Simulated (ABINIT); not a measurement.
# InP (F-43m) in ABINIT: notebook

One crystal, InP, is run at these levels: LDA; tasks: single point, relaxation of cell and atoms.

Everything below comes from runs of ABINIT 10.8.3 (patched build). Logs are shortened: lines on timing, memory, paths and dates and some standing lists are left out, and cuts for length are marked. The log counts tension as positive stress, the text compression.

## 1. The crystal as given

Symmetry: F-43m, No. 216, cubic system. Conventional cell: a = 5.861 Å, b = 5.861 Å, c = 5.861 Å, α = 90.00°, β = 90.00°, γ = 90.00°. In (site symmetry -43m) has 4 P at 2.54 Å as nearest neighbours. P (site symmetry -43m) is surrounded by 4 In at 2.54 Å.

## 2. Single point, LDA

run.abi reads:

```
# Pseudopotentials
pp_dirpath "./"
pseudos "In.LDA_PW-JTH.xml, P.LDA_PW-JTH.xml"

# Structure
acell 3*1.0 Angstrom
rprim
     0.0000000000     2.9305000000     2.9305000000
     2.9305000000     0.0000000000     2.9305000000
     2.9305000000     2.9305000000     0.0000000000
ntypat 2
znucl 49 15
natom 2
typat 1 2
xred
     0.0000000000     0.0000000000     0.0000000000
     0.7500000000     0.7500000000     0.7500000000

# Plane-wave basis
ecut 15.0
pawecutdg 30.0

# k points
kptopt 1
ngkpt 6 6 6
nshiftk 1
shiftk 0.0 0.0 0.0

# Exchange and correlation
ixc 7

# Bands and occupations
nband 13
occopt 3
tsmear 0.05 eV

# SCF cycle
nstep 100
tolvrs 1.0e-9

# Output
iomode 3
prtwf 0
prtden 0
prteig 0
prtebands 0
enunit 2
prtvol 2
```

Potentials or basis: JTH PAW LDA v2.0.

The run is started by

```console
abinit run.abi > log 2>&1
```

run.abo:

```text
.Version 10.8.3 of ABINIT
 Symmetries : space group F-4 3 m (#216); Bravais cF (face-center cubic)
================================================================================
 Values of the parameters that define the memory need of the present run
     intxc =       0    ionmov =       0      iscf =      17    lmnmax =      18
     lnmax =       6     mgfft =      30  mpssoang =       3    mqgrid =    3001
     natom =       2  nloc_mem =       2    nspden =       1   nspinor =       1
    nsppol =       1      nsym =      24    n1xccc =       1    ntypat =       2
    occopt =       3   xclevel =       1
       mpw =         955          nfft =       27000          nkpt =          16
 PAW method is used; the additional fine FFT grid is defined by:
   mgfftf=        40    nfftf =     64000
================================================================================
================================================================================

--------------------------------------------------------------------------------
------------- Echo of variables that govern the present computation ------------
--------------------------------------------------------------------------------
 -outvars: echo values of preprocessed input variables --------
            acell      1.8897261259E+00  1.8897261259E+00  1.8897261259E+00 Bohr
              amu      1.14820000E+02  3.09737620E+01
             ecut      1.50000000E+01 Hartree
           enunit           2
              ixc           7
         kptrlatt        6    0    0      0    6    0      0    0    6
          kptrlen      4.69901511E+01
            natom           2
            nband          13
            ngfft          30      30      30
          ngfftdg          40      40      40
             nkpt          16
            nstep         100
             nsym          24
           ntypat           2
           occopt           3
        pawecutdg      3.00000000E+01 Hartree
           prtden           0
        prtebands           0
           prteig           0
           prtvol           2
            prtwf           0
            rprim      0.0000000000E+00  2.9305000000E+00  2.9305000000E+00
                       2.9305000000E+00  0.0000000000E+00  2.9305000000E+00
                       2.9305000000E+00  2.9305000000E+00  0.0000000000E+00
          spgroup         216
           tolvrs      1.00000000E-09
           tsmear      1.83746611E-03 Hartree
            typat      1  2
           useylm           1
           xangst      0.0000000000E+00  0.0000000000E+00  0.0000000000E+00
                       4.3957500000E+00  4.3957500000E+00  4.3957500000E+00
            xcart      0.0000000000E+00  0.0000000000E+00  0.0000000000E+00
                       8.3067636180E+00  8.3067636180E+00  8.3067636180E+00
             xred      0.0000000000E+00  0.0000000000E+00  0.0000000000E+00
                       7.5000000000E-01  7.5000000000E-01  7.5000000000E-01
            znucl       49.00000   15.00000

================================================================================

 chkinp: Checking input parameters for consistency.

================================================================================
== DATASET  1 ==================================================================

--- !DatasetInfo
iteration_state: {dtset: 1, }
dimensions: {natom: 2, nkpt: 16, mband: 13, nsppol: 1, nspinor: 1, nspden: 1, mpw: 955, }
cutoff_energies: {ecut:  15.0, pawecutdg:  30.0, }
electrons: {nelect:   1.80000000E+01, charge:   0.00000000E+00, occopt:   3.00000000E+00, tsmear:   1.83746611E-03, }
meta: {optdriver: 0, ionmov: 0, optcell: 0, iscf: 17, paral_kgb: 0, }
...

 Exchange-correlation functional for the present dataset will be:
  LDA: Perdew-Wang 92 LSD fit to Ceperley-Alder data - ixc=7
  J.P.Perdew and Y.Wang, PRB 45, 13244 (1992)

 Real(R)+Recip(G) space primitive vectors, cartesian coordinates (Bohr,Bohr^-1):
 R(1)=  0.0000000  5.5378424  5.5378424  G(1)= -0.0902879  0.0902879  0.0902879
 R(2)=  5.5378424  0.0000000  5.5378424  G(2)=  0.0902879 -0.0902879  0.0902879
 R(3)=  5.5378424  5.5378424  0.0000000  G(3)=  0.0902879  0.0902879 -0.0902879
 Unit cell volume ucvol=  3.3966576E+02 bohr^3
 Angles (23,13,12)=  6.00000000E+01  6.00000000E+01  6.00000000E+01 degrees

 Coarse grid specifications (used for wave-functions):

 getcut: wavevector=  0.0000  0.0000  0.0000  ngfft=  30  30  30
         ecut(hartree)=     15.000   => boxcut(ratio)=   2.19957

 Fine grid specifications (used for densities):

 getcut: wavevector=  0.0000  0.0000  0.0000  ngfft=  40  40  40
         ecut(hartree)=     30.000   => boxcut(ratio)=   2.07147

--- Pseudopotential description ------------------------------------------------
- pspini: atom type   1  psp file is ./In.LDA_PW-JTH.xml
 Pseudopotential format is: paw10
 basis_size (lnmax)=  6 (lmn_size= 18), orbitals=   0   0   1   1   2   2
 Spheres core radius: rc_sph= 2.50644782
[... 132 lines left out ...]
 rms dE/dt=  0.0000E+00; max dE/dt=  0.0000E+00; dE/dt below (all hartree)
    1       0.000000000000      0.000000000000      0.000000000000
    2       0.000000000000      0.000000000000      0.000000000000

 cartesian coordinates (angstrom) at end:
    1      0.00000000000000     0.00000000000000     0.00000000000000
    2      4.39575000000000     4.39575000000000     4.39575000000000

 cartesian forces (hartree/bohr) at end:
    1     -0.00000000000000    -0.00000000000000    -0.00000000000000
    2     -0.00000000000000    -0.00000000000000    -0.00000000000000
 frms,max,avg= 0.0000000E+00 0.0000000E+00   0.000E+00  0.000E+00  0.000E+00 h/b

 cartesian forces (eV/Angstrom) at end:
    1     -0.00000000000000    -0.00000000000000    -0.00000000000000
    2     -0.00000000000000    -0.00000000000000    -0.00000000000000
 frms,max,avg= 0.0000000E+00 0.0000000E+00   0.000E+00  0.000E+00  0.000E+00 e/A
 length scales=  1.889726125908  1.889726125908  1.889726125908 bohr
              =  1.000000000000  1.000000000000  1.000000000000 angstroms
 Fermi (or HOMO) energy (hartree) =   0.17656   Average Vxc (hartree)=  -0.35335
 Eigenvalues (hartree) for nkpt=  16  k points:
 kpt#   1, nband= 13, wtk=  0.00463, kpt=  0.0000  0.0000  0.0000 (reduced coord)
[... 8 lines left out ...]
      occupation numbers for kpt#   2
   2.00000    2.00000    2.00000    2.00000    2.00000    2.00000    2.00000    1.99998
   1.99998    0.00000    0.00000    0.00000    0.00000
 kpt#   3, nband= 13, wtk=  0.03704, kpt=  0.3333  0.0000  0.0000 (reduced coord)
  -0.35673   -0.35209   -0.35209   -0.34742   -0.34742   -0.21634   -0.00453    0.13779
   0.13779    0.22031    0.34189    0.34189    0.39088
      occupation numbers for kpt#   3
   2.00000    2.00000    2.00000    2.00000    2.00000    2.00000    2.00000    2.00000
[... 64 lines left out ...]
      occupation numbers for kpt#  14
   2.00000    2.00000    2.00000    2.00000    2.00000    2.00000    2.00000    2.00000
   2.00000    0.00000    0.00000    0.00000    0.00000
 kpt#  15, nband= 13, wtk=  0.11111, kpt= -0.3333  0.3333  0.1667 (reduced coord)
  -0.35859   -0.35130   -0.35018   -0.34822   -0.34719   -0.17432   -0.04058    0.05051
   0.08885    0.29655    0.31911    0.37171    0.43524
      occupation numbers for kpt#  15
   2.00000    2.00000    2.00000    2.00000    2.00000    2.00000    2.00000    2.00000
   2.00000    0.00000    0.00000    0.00000    0.00000
 kpt#  16, nband= 13, wtk=  0.05556, kpt= -0.3333  0.5000  0.1667 (reduced coord)
  -0.35931   -0.35061   -0.34972   -0.34874   -0.34687   -0.16648   -0.04565    0.06177
   0.06217    0.28275    0.29533    0.41130    0.42162
      occupation numbers for kpt#  16
   2.00000    2.00000    2.00000    2.00000    2.00000    2.00000    2.00000    2.00000
   2.00000    0.00000    0.00000    0.00000    0.00000
 Fermi (or HOMO) energy (eV) =   4.80457   Average Vxc (eV)=  -9.61512
 Eigenvalues (   eV  ) for nkpt=  16  k points:
 kpt#   1, nband= 13, wtk=  0.00463, kpt=  0.0000  0.0000  0.0000 (reduced coord)
  -9.61337   -9.61337   -9.61337   -9.46056   -9.46056   -7.02640    4.54957    4.54957
   4.54957    5.00352    8.50041    8.50041    8.50041
 kpt#   2, nband= 13, wtk=  0.03704, kpt=  0.1667  0.0000  0.0000 (reduced coord)
  -9.64632   -9.60077   -9.60077   -9.46021   -9.46021   -6.70922    2.27837    4.23420
   4.23420    6.15078    8.88988    8.94786    8.94786
 kpt#   3, nband= 13, wtk=  0.03704, kpt=  0.3333  0.0000  0.0000 (reduced coord)
  -9.70701   -9.58091   -9.58091   -9.45382   -9.45382   -5.88693   -0.12317    3.74953
   3.74953    5.99496    9.30343    9.30343   10.63645
 kpt#   4, nband= 13, wtk=  0.01852, kpt=  0.5000  0.0000  0.0000 (reduced coord)
  -9.73538   -9.57434   -9.57434   -9.44720   -9.44720   -5.26616   -1.31085    3.54999
   3.54999    5.83888    9.25139    9.25139   11.44025
 kpt#   5, nband= 13, wtk=  0.02778, kpt=  0.1667  0.1667  0.0000 (reduced coord)
  -9.66899   -9.58792   -9.58792   -9.47193   -9.45178   -6.60530    2.30519    3.70973
   3.70973    7.04446    7.49630    9.71376    9.71376
 kpt#   6, nband= 13, wtk=  0.11111, kpt=  0.3333  0.1667  0.0000 (reduced coord)
  -9.71624   -9.57010   -9.56476   -9.47703   -9.44412   -5.94363    0.49505    2.99587
[... 16 lines left out ...]
 kpt#  12, nband= 13, wtk=  0.05556, kpt= -0.3333  0.3333  0.0000 (reduced coord)
  -9.75894   -9.55244   -9.53297   -9.47574   -9.44894   -4.74477   -1.06292    1.08087
   2.83902    7.00472    9.51065   11.23705   11.48521
 kpt#  13, nband= 13, wtk=  0.01389, kpt=  0.5000  0.5000  0.0000 (reduced coord)
  -9.80171   -9.51413   -9.50740   -9.50740   -9.42518   -4.59258   -1.34854    2.17588
   2.17588    6.14675    6.66239   13.52463   13.95124
 kpt#  14, nband= 13, wtk=  0.11111, kpt=  0.5000  0.3333  0.1667 (reduced coord)
  -9.74802   -9.55867   -9.53972   -9.48125   -9.44234   -5.24359   -0.45668    1.77254
   2.78664    7.97748    8.17630    9.46906   11.91305
 kpt#  15, nband= 13, wtk=  0.11111, kpt= -0.3333  0.3333  0.1667 (reduced coord)
  -9.75775   -9.55935   -9.52891   -9.47543   -9.44742   -4.74351   -1.10421    1.37455
   2.41761    8.06960    8.68329   10.11472   11.84359
 kpt#  16, nband= 13, wtk=  0.05556, kpt= -0.3333  0.5000  0.1667 (reduced coord)
  -9.77732   -9.54056   -9.51645   -9.48974   -9.43882   -4.53019   -1.24229    1.68098
   1.69186    7.69411    8.03642   11.19209   11.47288
 Total charge density [el/Bohr^3]
)     Maximum=    3.7198E+00  at reduced coord.    0.0000    0.0000    0.0000
)Next maximum=    3.4340E+00  at reduced coord.    0.0000    0.0250    0.9750
)     Minimum=   -1.8457E-02  at reduced coord.    0.7500    0.7500    0.7500
)Next minimum=   -9.7807E-03  at reduced coord.    0.7500    0.7500    0.7250
   Integrated=    1.8000E+01

--- !EnergyTerms
iteration_state     : {dtset: 1, }
comment             : Components of total free energy in Hartree
kinetic             :  1.65274998946063E+01
hartree             :  2.36985597685011E+01
xc                  : -9.75237518003738E+00
Ewald energy        : -4.48602020677458E+01
psp_core            :  1.31401313195214E+00
local_psp           : -6.49195296308296E+01
PAW spherical_terms :  1.30949828547802E+01
internal            : -6.48970512287732E+01
'-kT*entropy'       : -3.48561060354984E-06
total_energy        : -6.48970547143838E+01
total_energy_eV     : -1.76593882205966E+03
...

--- !EnergyTermsDC
iteration_state     : {dtset: 1, }
comment             : '"Double-counting" decomposition of free energy'
band_energy         : -3.54235727915386E+00
Ewald energy        : -4.48602020677458E+01
psp_core            :  1.31401313195214E+00
xc_dc               : -2.62695998074008E+01
PAW spherical_terms :  8.46110091111649E+00
internal            : -6.48970451112319E+01
'-kT*entropy'       : -3.48561060354984E-06
total_energy_dc     : -6.48970485968425E+01
total_energy_dc_eV  : -1.76593865559288E+03
...

--- !EnergyTermsWithPAWCore
iteration_state     : {dtset: 1, }
comment             : 'Components of total free energy, including PAW core contributions'
Total energy        : -6.21757830644221E+03
Total energy DC     : -6.21757830032466E+03
Total energy (eV)   : -1.69188924811231E+05
Total energy DC (eV): -1.69188924644764E+05
...

 Cartesian components of stress tensor (hartree/bohr^3)
  sigma(1 1)=  4.63651141E-05  sigma(3 2)=  0.00000000E+00
  sigma(2 2)=  4.63651141E-05  sigma(3 1)=  0.00000000E+00
  sigma(3 3)=  4.63651141E-05  sigma(2 1)=  0.00000000E+00

-Cartesian components of stress tensor (GPa)         [Pressure= -1.3641E+00 GPa]
- sigma(1 1)=  1.36410875E+00  sigma(3 2)=  0.00000000E+00
- sigma(2 2)=  1.36410875E+00  sigma(3 1)=  0.00000000E+00
- sigma(3 3)=  1.36410875E+00  sigma(2 1)=  0.00000000E+00

== END DATASET(S) ==============================================================
================================================================================

 -outvars: echo values of variables after computation  --------
            acell      1.8897261259E+00  1.8897261259E+00  1.8897261259E+00 Bohr
           etotal     -6.4897048597E+01
            fcart     -0.0000000000E+00 -0.0000000000E+00 -0.0000000000E+00
                      -0.0000000000E+00 -0.0000000000E+00 -0.0000000000E+00
            rprim      0.0000000000E+00  2.9305000000E+00  2.9305000000E+00
                       2.9305000000E+00  0.0000000000E+00  2.9305000000E+00
                       2.9305000000E+00  2.9305000000E+00  0.0000000000E+00
           strten      4.6365114091E-05  4.6365114091E-05  4.6365114091E-05
                       0.0000000000E+00  0.0000000000E+00  0.0000000000E+00
           xangst      0.0000000000E+00  0.0000000000E+00  0.0000000000E+00
                       4.3957500000E+00  4.3957500000E+00  4.3957500000E+00
             xred      0.0000000000E+00  0.0000000000E+00  0.0000000000E+00
                       7.5000000000E-01  7.5000000000E-01  7.5000000000E-01
 Calculation completed.
```

Wall time 7 s (1 thread of Arm Neoverse V1, shared host); peak memory 0.07 GiB.

What came out:

- Free energy: -1765.9387 eV
- Band gap on the k mesh: 0.45 eV, direct
- Valence electrons inside the program's atomic spheres: In 11.29; P 1.60

Levels at points of the mesh, in eV from the valence-band top:
```
           k point  band 7  band 8  band 9  band 10  band 11  band 12
(0.00, 0.00, 0.00)    0.00    0.00    0.00     0.45     3.95     3.95
(0.50, 0.00, 0.00)   -5.86   -1.00   -1.00     1.29     4.70     4.70
(0.50, 0.50, 0.00)   -5.90   -2.37   -2.37     1.60     2.11     8.98
```

Caveat: the cutoff is too short for stress, so the log's stress isn't used; spin-orbit coupling is left out, which moves the levels of the heavy elements.

## 3. Relaxation of cell and atoms, LDA

run.abi reads:

```
pp_dirpath "./"
pseudos "In.LDA_PW-JTH.xml, P.LDA_PW-JTH.xml"

acell 7.83169184 7.83169184 7.83169184
rprim
     0.0000000000     0.7071067812     0.7071067812
     0.7071067812     0.0000000000     0.7071067812
     0.7071067812     0.7071067812     0.0000000000
ntypat 2
znucl 49 15
natom 2
typat 1 2
chkprim 0
chksymtnons 0
tolsym 1.0e-6
xred
            0.0            0.0            0.0
            3/4            3/4            3/4

ecut 20.0
pawecutdg 40.0
ecutsm 0.5

kptopt 1
ngkpt 6 6 6
nshiftk 1
shiftk 0.0 0.0 0.0

ixc 7

nband 13
occopt 3
tsmear 0.05 eV

nstep 80
tolvrs 1.0e-10

iomode 3
prteig 0
prtebands 0
prtwf 0
prtden 0

ionmov 2
optcell 2
ntime 50
tolmxf 2.0e-5
dilatmx 1.08
```

Potentials or basis: JTH PAW LDA v2.0.

The run is started by

```console
abinit run.abi > log 2>&1
```

Wall time 40 s (1 thread of Arm Neoverse V1, shared host); peak memory 0.1 GiB.

The run converged. Its results:

```yaml
Free_energy: -1766.0334 eV
Band_gap_on_the_k_mesh: 0.56 eV, direct
```

Caveat: the cutoff is too short for stress, so the log's stress isn't used; spin-orbit coupling is left out, which moves the levels of the heavy elements.

## 4. Relaxation of cell and atoms, LDA

run.abi reads:

```
# Pseudopotentials
pp_dirpath "./"
pseudos "In.upf, P.upf"

# Structure
acell 3*1.0 Angstrom
rprim
     0.0000000000     2.9305000000     2.9305000000
     2.9305000000     0.0000000000     2.9305000000
     2.9305000000     2.9305000000     0.0000000000
ntypat 2
znucl 49 15
natom 2
typat 1 2
chkprim 0
chksymtnons 0
tolsym 1.0e-6
xred
            0.0            0.0            0.0
            3/4            3/4            3/4

# Plane-wave basis
ecut 35.0
ecutsm 0.5

# k points
kptopt 1
ngkpt 6 6 6
nshiftk 1
shiftk 0.0 0.0 0.0

# Exchange and correlation
ixc 7

# Bands and occupations
nband 13
occopt 3
tsmear 0.00183747

# SCF cycle
nstep 80
tolvrs 1.0e-12

# Output
iomode 3
prteig 0
prtebands 0
prtwf 0
prtden 0

# Relaxation
ionmov 2
optcell 2
ntime 50
tolmxf 2.0e-5
dilatmx 1.08
```

Potentials or basis: PseudoDojo NC SR LDA v0.4.1 standard.

The run is started by

```console
mpirun --bind-to none -np 4 abinit run.abi > log 2>&1
```

Run time: 34 s. Hardware: 4 MPI ranks of Arm Neoverse V1, shared host; peak memory 0.36 GiB.

It converged, with:

- Free energy: -1992.3852 eV
- Relaxed volume: 24.68 Å³/atom
- Relaxed cell: a = 4.117 Å, b = 4.117 Å, c = 4.117 Å, α = 60.00°, β = 60.00°, γ = 60.00°
- Space group after relaxing (to 0.05 Å): F-43m (No. 216)
- Energy gained by relaxing: 2.1 meV/atom
- Ionic steps: 4
- Pressure after relaxing: 0.0 GPa
- Band gap on the k mesh: 0.59 eV, direct

Step by step:
| step | energy change (eV) | largest force (eV/Å) | pressure (GPa) | volume (Å³) |
| --- | --- | --- | --- | --- |
| 1 | 0.0000 | 0.0000 | -1.34 | 50.33 |
| 2 | -0.0016 | 0.0000 | -1.07 | 50.13 |
| 3 | -0.0042 | 0.0000 | 0.04 | 49.33 |
| 4 | -0.0042 | 0.0000 | 0.00 | 49.35 |

Final structure:
```yaml
crystal:
  lattice:
    - [0.00000, 2.91135, 2.91135]
    - [2.91135, 0.00000, 2.91135]
    - [2.91135, 2.91135, 0.00000]
  atoms:
    - { symbol: In, position: [0.00000, 0.00000, 0.00000] }
    - { symbol: P, position: [0.75000, 0.75000, 0.75000] }
```

Caveat: spin-orbit coupling is left out, which moves the levels of the heavy elements.

## 5. Single point, LDA (cell relaxed)

run.abi reads:

```
pp_dirpath "./"
pseudos "In.upf, P.upf"

acell 3*1.0
rprim
     0.0000000000     5.5016564773     5.5016564773
     5.5016564773     0.0000000000     5.5016564773
     5.5016564773     5.5016564773     0.0000000000
ntypat 2
znucl 49 15
natom 2
typat 1 2
xred
     0.0000000000     0.0000000000     0.0000000000
     0.7500000000     0.7500000000     0.7500000000
chkprim 0
chksymtnons 0
tolsym 1.0e-6

ecut 35.0

kptopt 1
ngkpt 6 6 6
nshiftk 1
shiftk 0.0 0.0 0.0

ixc 7

nband 13
occopt 3
tsmear 0.00183747

nstep 100
tolvrs 1.0e-10

iomode 3
prtwf 0
prtden 0
prteig 0
prtebands 0
```

The run is started by

```console
mpirun --bind-to none -np 4 abinit run.abi > log 2>&1
```

Wall time 8.3 s (4 MPI ranks of Arm Neoverse V1, shared host); peak memory 0.28 GiB.

Results (log left out):

```yaml
Free_energy: -1992.3852 eV
Pressure: 0.0 GPa
Band_gap_on_the_k_mesh: 0.59 eV, direct
Valence_electrons_inside_the_program's_atomic_spheres: In 9.92; P 2.77
```

Levels at points of the mesh, in eV from the valence-band top:
```tsv
k point	band 6	band 7	band 8	band 9	band 10	band 11	band 12	band 13
(0.00, 0.00, 0.00)	-11.70	0.00	0.00	0.00	0.59	3.96	3.96	3.96
(0.50, 0.00, 0.00)	-9.88	-5.95	-1.02	-1.02	1.35	4.70	4.70	6.96
(0.50, 0.50, 0.00)	-9.19	-5.97	-2.43	-2.43	1.57	2.11	9.13	9.54
```

Caveat: spin-orbit coupling is left out, which moves the levels of the heavy elements.

## 6. The runs side by side

```tsv
task	potentials or basis	cell	cutoff (eV)	fine-grid cutoff	cell freedom (optcell)	optimiser (ionmov)	cutoff smearing ecutsm (Ha)	force stop (Ha/bohr)	gap on the mesh (eV)	pressure (GPa)
single point	JTH PAW LDA v2.0	as given	408	816.342 eV	-	-	-	-	0.45	-
relaxation of cell and atoms	JTH PAW LDA v2.0	relaxed	544	1088.46 eV	2	2	0.5	2e-05	0.56	-
relaxation of cell and atoms	PseudoDojo NC SR LDA v0.4.1 standard	relaxed	952	-	2	2	0.5	2e-05	0.59	0.0
single point	PseudoDojo NC SR LDA v0.4.1 standard	cell relaxed	952	-	-	-	-	-	0.59	0.0
```

Alike in all rows: level LDA; no spin polarisation; k mesh 6 × 6 × 6; smearing fermi-dirac 0.05 eV.

Caveats: spin-orbit coupling is left out, which moves the levels of the heavy elements.

Total energies depend on the potentials used, so only differences within one code and one set of settings carry meaning.
